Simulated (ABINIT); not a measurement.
Crystal: Pt.

```
CELL_PARAMETERS angstrom
0.00000 1.96090 1.96090
1.96090 0.00000 1.96090
1.96090 1.96090 0.00000
ATOMIC_POSITIONS crystal
Pt 0.00000 0.00000 0.00000
```

Base run:

```yaml
Program: ABINIT 10.8.3 (patched build)
Functional: PBE
Potentials_or_basis: JTH PAW PBE v2.0
Cutoff: 435 eV
k_mesh: 12 × 12 × 12
Occupations: fermi-dirac, width 0.05 eV
Spin: no spin polarisation
```

Its results: band gap on the k mesh none (metal or under the smearing width); pressure 11.1 GPa.

Question: The run is repeated on the same cell with these changes: functional from PBE to BLYP. What comes out?

Answer: Band gap on the k mesh none (metal or under the smearing width); pressure 26.4 GPa.

BLYP binds less tightly than PBE, so the same cell stands under more pressure.

Caveats: so large a pressure means that the cell lies far from this level's equilibrium, or that cutoff or potentials fall short (some runs); the potentials were made for another functional, which shifts forces and pressure (some runs); spin-orbit coupling is left out, which moves the levels of the heavy elements (some runs).
